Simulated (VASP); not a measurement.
Ca8H15 (a cell with a defect): single point with PBEsol

The system is Ca8H15 (a cell with a defect).

```
CELL_PARAMETERS angstrom
-6.04350 -3.65262 0.00000
6.04350 -3.65262 0.00000
0.00000 0.00000 6.91152
ATOMIC_POSITIONS crystal
Ca 0.25076 0.50344 0.12110
Ca 0.01418 0.24193 0.60048
Ca 0.98634 0.75406 0.38842
Ca 0.74188 0.51774 0.90317
Ca 0.73659 0.97597 0.12705
Ca 0.51233 0.78589 0.58507
Ca 0.51466 0.25197 0.38395
Ca 0.20702 0.99122 0.88360
H 0.02602 0.18293 0.96168
H 0.94571 0.78349 0.08767
H 0.78952 0.43888 0.56937
H 0.85832 0.86036 0.73143
H 0.78561 0.33261 0.16721
H 0.13005 0.62513 0.88707
H 0.05828 0.09515 0.32373
H 0.69501 0.06066 0.43468
H 0.53542 0.73600 0.93793
H 0.43544 0.24777 0.09833
H 0.32895 0.99760 0.59531
H 0.41710 0.39678 0.70598
H 0.27456 0.84663 0.22277
H 0.65346 0.12880 0.76189
H 0.64530 0.68344 0.33136
```

- Program: VASP 6.6.1
- Task: single point
- Functional: PBEsol
- Potentials or basis: VASP PAW PBE potentials, release 64 (Ca_sv, H)
- Cutoff: 520 eV
- k mesh: 2 × 2 × 2
- Occupations: fermi-dirac, width 0.05 eV
- Spin: no spin polarisation

* Largest force: 1.376 eV/Å
* Band gap on the k mesh: 0.34 eV, indirect (least direct gap 0.41 eV)

Forces on the atoms (eV/Å):
```
Ca  -0.131  0.510 -0.237
Ca   1.037  0.125  0.396
Ca  -0.713  0.019  0.684
Ca  -0.388  0.867 -0.525
Ca   0.269 -0.922 -0.125
Ca   0.026  0.763  1.145
Ca   0.072  0.082  0.997
Ca  -0.418 -0.503  0.964
H   -0.156 -0.366 -0.409
H    0.526  0.076 -0.274
H    0.087 -0.569  0.086
H   -0.263 -0.226 -0.470
H   -0.099 -0.446  0.007
H    0.306  0.139 -0.494
H   -0.041 -0.097  0.080
H    0.027 -0.298 -0.445
H   -0.348  0.502 -0.106
H    0.732 -0.208 -0.827
H    0.100  0.702 -0.373
H    0.075  0.254 -0.054
H   -0.557 -0.654 -0.305
H   -0.103  0.028  0.454
H   -0.039  0.222 -0.170
```

Levels at points of the mesh, in eV from the valence-band top:
| k point | band 45 | band 46 | band 47 | band 48 | band 49 | band 50 | band 51 | band 52 |
| --- | --- | --- | --- | --- | --- | --- | --- | --- |
| (0.00, 0.00, 0.00) | -3.46 | -3.21 | -2.30 | -0.09 | 0.34 | 0.43 | 0.59 | 0.86 |
| (0.50, 0.00, 0.00) | -3.24 | -3.07 | -2.40 | -0.02 | 0.39 | 0.65 | 0.90 | 0.99 |
| (0.00, 0.50, 0.00) | -3.31 | -2.98 | -2.52 | -0.05 | 0.48 | 0.69 | 0.83 | 0.98 |
| (0.50, 0.50, 0.00) | -3.29 | -2.89 | -2.39 | -0.05 | 0.68 | 0.84 | 0.90 | 1.13 |
| (0.00, 0.00, 0.50) | -3.53 | -2.80 | -2.44 | -0.22 | 0.48 | 0.75 | 0.88 | 1.03 |
| (0.50, 0.00, 0.50) | -3.16 | -2.96 | -2.50 | -0.04 | 0.83 | 0.94 | 1.00 | 1.07 |
| (0.00, 0.50, 0.50) | -3.12 | -2.95 | -2.47 | 0.00 | 0.77 | 0.89 | 1.03 | 1.14 |
| (0.50, 0.50, 0.50) | -3.07 | -2.85 | -2.42 | -0.03 | 0.65 | 0.90 | 1.03 | 1.11 |

Run time: 8.9 min on 1 thread of Intel(R) Xeon(R) 6975P-C (Granite Rapids), on a shared host, peak memory 0.4 GiB.

Caveat: the k mesh is coarse (spacing up to 0.50 Å⁻¹), so the values aren't converged; the cell carries a net charge on a neutralising background, which shifts energy and pressure; the cell is charged against a uniform background, so pressure and absolute levels hang on convention; the PAW data sets were made with another functional, which shifts forces and pressure a little. Expect the measured gap to be larger: semilocal functionals such as PBEsol lack the derivative discontinuity.
